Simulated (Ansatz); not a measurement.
# MnO (P6_3mc) in Ansatz: relaxation of cell and atoms with r2SCAN

Aim: the relaxation of cell and atoms of MnO with r2SCAN.

Everything below comes from runs of Ansatz 0.2.0. Logs are shortened: lines on timing, memory, paths and dates and some standing lists are left out, and cuts for length are marked.

## 1. Starting point

Symmetry: P6_3mc, No. 186, hexagonal system. The conventional cell has a = 3.372 Å, b = 3.372 Å, c = 5.386 Å, α = 90.00°, β = 90.00°, γ = 120.00°. Mn (site symmetry 3m) is surrounded by 4 O at 1.96 to 2.08 Å. Around O (site symmetry 3m) lie 4 Mn at 1.96 to 2.08 Å.

Measurements of this composition are mostly on another form, of space group No. 225.

## 2. Relaxation of cell and atoms, r2SCAN, collinear spin, ferromagnetic start

File input.yaml:

```yaml
crystal:
  lattice:
    - [3.3717, 0.0, 0.0]
    - [-1.68585, 2.9199778539, 0.0]
    - [0.0, 0.0, 5.3855]
  atoms:
    - { symbol: Mn, position: [0.6666666667, 0.3333333333, 0.51096], spin: 4.0 }
    - { symbol: Mn, position: [0.3333333333, 0.6666666667, 0.01096], spin: 4.0 }
    - { symbol: O, position: [0.6666666667, 0.3333333333, 0.87547] }
    - { symbol: O, position: [0.3333333333, 0.6666666667, 0.37547] }
hamiltonian:
  xc: r2scan
  pseudopotentials: { kind: paw }
magnetization:
  spin_polarized: true
kpoints:
  mp_grid: { grid: [9, 9, 5] }
scf:
  occupations: { method: fermi_dirac, width: 0.05 }
output:
  forces: true
  stress: true
  eigenvalues: true
  write_density: true
  write_potential: true
  elf: true
  volumetric_format: npy
relax:
  f_tol: 0.01
  max_steps: 40
  cell: { stress_tol: 0.05 }
```

Potentials or basis: Ansatz PAW.

Run with:

```sh
$ ansatz run input.yaml --threads 2 --pin off --max-ram 5632MiB --backend cpu --events-out ev --progress --plain --runs-dir out
```

The log of the run:

```text
Warning: RAYON_NUM_THREADS=2 ignored (pool sized by the plan → 2); use --threads N
Engine: ansatz 0.2.0, aarch64-unknown-linux-gnu
Pseudopotentials: kind: paw
Pseudopotential: Mn, paw, valence charge 15, recommended cutoff 500 eV (meta_gga), Mn.paw.azcp
Pseudopotential: O, paw, valence charge 6, recommended cutoff 500 eV (meta_gga), O.paw.azcp
Functional definition: r2SCAN
  parameter k0 = 0.174
  parameter k1 = 0.065
  parameter a1 = 4.9479
  exchange = r2scan_x(k0 = k0, k1 = k1, a1 = a1)
  correlation = r2scan_c
Crystal: 4 atoms, lattice volume = 53.022 Å³
Basis set: ecut = 500 eV, 1363 PW (Γ), exchange–correlation on 100×100×160 points (64 copies of the dense FFT grid, shifted against one another)
Bands: 30, of which v1, the nominal top of the filled ones, is band 21 counted from 1 (20 counted from 0)
Symmetry: 12 space group operations
Space group: P63mc (ITA 186), of the structure as read, at distance tolerance 3.8e-5 Å
Magnetic group: BNS 186.203 (UNI 1433), of the structure as read, at distance tolerance 3.8e-5 Å
k-points: 36 of 405 (time reversal used)
Non-local potential: Mn, projectors of the file, l = 0: 3, l = 1: 2, l = 2: 3, l = 3: 1
Non-local potential: O, projectors of the file, l = 0: 2, l = 1: 2, l = 2: 1
PAW form: soft (Blöchl's): semilocal exchange-correlation on the pseudo side does not see the compensation charge
PAW frozen core: Mn, regenerated for the run's functional (the file was generated under x = pbe(κ = 0.804, μ = 0.2195149727645171), c = pbe(β = 0.06672455060314922))
PAW frozen core: O, regenerated for the run's functional (the file was generated under x = pbe(κ = 0.804, μ = 0.2195149727645171), c = pbe(β = 0.06672455060314922))
PAW one-centre angular grid: Mn, 590 points (default); XC on 160 Gauss nodes
PAW one-centre angular grid: O, 302 points (default); XC on 160 Gauss nodes
Initial density: superposition of atomic densities (chi_scale 0.1, normalization cell, long waves kept (reshape's long-wave potential 0.00 eV rms))
Starting moments: Σ|m| = 8 μB on 2 of 4 sites
Initial wavefunctions: pseudopotential atomic-orbital guess
Functional: x = r2scan, c = r2scan; τ floored in thin density (d = 2e-4 eV/Å³)
SCF iter   1: F=—  HF=-8946.611224 eV  |F-HF|=—  |Δ(HF+E_count)|=         —  Δρ=1.44e-1 (↑1.44e-1 ↓4.69e-2)  dr2=8.66e0  dr2_τ=4.64e-2  dr2_m=3.13e0  M=9.914 μB ∫|m|=9.914 μB  β_m=1.00  ethr=3.10e-3  ⟨swp⟩=4.5  Hψ=7344  notcnv=0
Mixer restart at iter 1: flushing history
preconditioner: auto → Kerker (q_TF=auto, 2.624 Å⁻¹)  [metal: Δε(μ)=0.041 eV  Ē_g=10.307 eV  σ=0.050 eV  W_gap=0.20  n_scr=22 (ndim 8)  ℏωp=26.0 eV  f_vac=0.000  D(μ)=1.04/eV (n_scr^D=2)]
spin=Collinear: Kerker preconditioning applied to the charge; magnetization (m = ρ↑ − ρ↓) channel mixes plain (no charge-response kernel on spin).
[... 108 lines left out ...]
SCF converged after 10 iterations
Stability not checked: this state was not tested for a lower state beside it, because the mixer in use, unlike msr1, does not test its closes by its own steps (another_mixer; see scf.mixing.algorithm and scf.lower_state_search)
Magnetization: 10.0000 μB (26.0000 up, 16.0000 down)
Absolute magnetization: 10.0000 μB (∫|ρ↑−ρ↓|, with the PAW one-centre terms)
Spin contamination: 0.0135 ħ² per cell (⟨S²⟩ above its minimum at these occupations)
Per-site moments (μB) at R_I (Å): [(4.049941963604023, 0.8500866765145886), (4.049941963604024, 0.8500866765145884), (0.20990330201503324, 0.8500866765145884), (0.20990330201503282, 0.8500866765145886)]
Free energy (F): -8947.131589 eV
Harris-Foulkes:  -8947.131589 eV  (|F-HF|=3.64e-12)
Internal energy: -8947.130294 eV  (E = F + TS)
E sigma→0 (E₀):  -8947.130942 eV
Entropy (-TS):   -0.001295 eV (-0.324 meV/atom)
Fermi energy:    10.053502 eV
--- Per-component energies (eV) ---
  E_band       = -667.995526
  E_kinetic    = 948.509193
  E_local      = -5271.860960  (includes V_loc(G=0)·N_el)
  E_nonlocal   = 608.554984
  E_hartree    = 2132.660460
  E_xc         = -359.766379
  E_vxc        = -524.976136  (∫ρ·V_xc dr)
  E_paw        = -2957.762240  (= ΣΔE_a)
  E_vpaw       = -729.018474  (= ΣTr[D̂ρ^β])
  E_aug_tail   = 0.001995  (compensation charges beyond the density's cutoff)
  E_vtau       = 35.472928  (kinetic-family band-sum trace: ∫τ·v_τ [+ j·A + Jᵃ·Aᵃ] dr)
  E_ewald      = -4046.837379
  E_core_change = -0.629968  (= ΣΔE_core)
  E_smearing   = -0.001295  (= −TS)
  E_closure    = -0.000000  (closes the sum)
  Σ components = -8947.131589   (vs F -8947.131589, Δ=0.00e0)
--- Forces (eV/Å), atoms counted from 1 ---
  atom   1  Mn     0.00000000     0.00000000     0.00011423
  atom   2  Mn     0.00000000    -0.00000000     0.00011423
  atom   3  O      0.00000000    -0.00000000     0.00015799
  atom   4  O      0.00000000     0.00000000     0.00015799
  max |Σ_I F_I| component: 5.44e-4 eV/Å
--- Stress (GPa, compression-positive) ---
       -0.001400      -0.000000       0.000000
        0.000000      -0.001400       0.000000
        0.000000       0.000000       0.012482
  P = ⅓ Tr σ = 0.0032 GPa (0.032 kbar)
--- Band table (eV; the first three rows and the last of 72) ---
  k-point 0 ↑: bands = ["-75.0040", "-75.0012", "-42.5366", "-42.5037", "-42.4938", "-42.4938", "-42.4879", "-42.4879", "-10.7356", "-10.2675", "3.2083", "3.7165", "3.7165", "3.9198", "3.9198", "4.0593", "6.7672", "6.7672", "7.2613", "7.2613", "7.4703", "9.0224", "9.2951", "9.2951", "9.5812", "10.0606", "10.0606", "14.2709", "16.1946", "21.9200"]
  k-point 1 ↑: bands = ["-75.0038", "-75.0014", "-42.5335", "-42.5068", "-42.4932", "-42.4932", "-42.4885", "-42.4885", "-10.6894", "-10.3103", "3.1777", "3.7250", "3.7250", "3.8482", "3.8886", "3.8886", "6.8321", "6.8321", "7.2381", "7.2381", "7.7293", "9.0123", "9.3589", "9.3589", "9.9631", "9.9839", "9.9839", "13.5518", "16.9374", "21.8826"]
  k-point 2 ↑: bands = ["-75.0030", "-75.0022", "-42.5253", "-42.5151", "-42.4917", "-42.4917", "-42.4899", "-42.4899", "-10.5697", "-10.4247", "3.2127", "3.4599", "3.7577", "3.7577", "3.8197", "3.8197", "6.9880", "6.9880", "7.1468", "7.1468", "8.2842", "8.7714", "9.5409", "9.5409", "9.7831", "9.7831", "11.0094", "12.3013", "18.3462", "20.1390"]
  k-point 35 ↓: bands = ["-68.6481", "-68.6481", "-36.2165", "-36.2165", "-36.1848", "-36.1819", "-36.1819", "-36.1805", "-9.7116", "-9.7116", "4.3320", "4.3320", "4.5969", "4.7603", "5.7229", "5.7229", "11.5724", "11.7720", "12.7630", "12.7630", "12.9406", "13.2067", "13.6604", "13.6604", "13.9084", "13.9084", "18.3439", "18.5597", "18.5597", "18.5821"]
--- Relaxed structure (6 steps of the walk, 6 accepted, 1 SCFs on fresh bases) ---
  F+E_penalty+E_count = -8947.13158941 eV   max|allowed force component| = 2.188e-5 eV/Å   (the final SCF, on the basis selected at the relaxed cell)
  cell:  # Å, volume = 54.1060 Å³
    - [3.425081861664829, 0.0, -2.304676518164352e-34]
    - [-1.7125409308324144, 2.9662079022430405, 2.6492695682590238e-34]
    - [-3.6811802321259647e-34, 2.7608851740944736e-34, 5.325650128417803]
  atoms:
    - { symbol: Mn, position: [0.6666666666666665, 0.3333333333333333, 0.4976820490376136] }
    - { symbol: Mn, position: [0.3333333333333333, 0.6666666666666666, -0.00231795096238652] }
    - { symbol: O, position: [0.6666666666666665, 0.3333333333333333, 0.8887479509623868] }
    - { symbol: O, position: [0.3333333333333333, 0.6666666666666666, 0.38874795096238657] }
```

rho_z.tsv:

```text
# z_ang	rho[e/angstrom^3]	rho_spin[e/angstrom^3]
# format = ansatz-planar-average/11
# lattice	3.425081862	0.000000000	-0.000000000
# lattice	-1.712540931	2.966207902	0.000000000
# lattice	-0.000000000	0.000000000	5.325650128
# sites	4
# site	25	1.712540931	0.988735967	2.650480468
# site	25	0.000000000	1.977471935	-0.012344596
# site	8	1.712540931	0.988735967	4.733160639
# site	8	-0.000000000	1.977471935	2.070335575
0.000000	1.873689e0	5.476984e-1
0.133141	1.620406e0	4.914895e-1
0.266283	1.189835e0	3.745972e-1
0.399424	7.484452e-1	2.504672e-1
0.532565	4.195503e-1	1.540319e-1
0.665706	2.292388e-1	9.146516e-2
[... 32 lines left out ...]
5.059368	1.654898e0	4.004274e-1
5.192509	1.866262e0	5.106254e-1
```

Wall time 1.7 min (2 threads of Arm Neoverse V2, shared host); peak memory 0.55 GiB.

Results:

- Free energy: -8947.1316 eV
- Relaxed volume: 13.53 Å³/atom
- Relaxed cell: a = 3.425 Å, b = 3.425 Å, c = 5.326 Å, α = 90.00°, β = 90.00°, γ = 120.00°
- Space group after relaxing (to 0.05 Å): P6_3mc (No. 186)
- Energy gained by relaxing: 20.0 meV/atom
- Ionic steps: 7
- Pressure after relaxing: 0.0 GPa
- Band gap on the k mesh: none (metal or under the smearing width)
- Net moment: 10.00 μB per cell
- Absolute moment: 10.00 μB per cell
- Site moments: Mn +4.05; O +0.21 μB

The path:
```csv
step,energy change (eV),largest force (eV/Å),volume (Å³)
1,0.0000,0.7129,53.02
2,-0.0365,0.4926,53.82
3,-0.0650,0.1790,54.26
4,-0.0747,0.0645,54.22
5,-0.0790,0.0135,54.09
6,-0.0791,0.0003,54.11
7,-0.0801,0.0002,54.11
```

Final structure:
```cif
data_structure
_symmetry_space_group_name_H-M 'P 1'
_symmetry_Int_Tables_number 1
_cell_length_a 3.4251
_cell_length_b 3.4251
_cell_length_c 5.3257
_cell_angle_alpha 90.000
_cell_angle_beta 90.000
_cell_angle_gamma 120.000
_cell_volume 54.11
loop_
_atom_site_label
_atom_site_type_symbol
_atom_site_fract_x
_atom_site_fract_y
_atom_site_fract_z
_atom_site_occupancy
Mn1 Mn 0.66667 0.33333 0.49768 1
Mn2 Mn 0.33333 0.66667 0.99768 1
O1 O 0.66667 0.33333 0.88875 1
O2 O 0.33333 0.66667 0.38875 1
```

Caveat: the magnetic or orbital state may not be the lowest; the plane-wave basis is chosen anew once the cell has moved, so the energies of steps on either side of that aren't comparable; semilocal functionals often make such compounds metallic where correlation or magnetic order opens a gap, which also shifts bond lengths; only a ferromagnetic start was run, and an antiferromagnetic order may lie lower in energy; the PAW data sets come from PBE, with cores solved anew for the run's functional, which leaves a small shift of forces and pressure. Zero-point motion and thermal expansion aren't in these numbers.
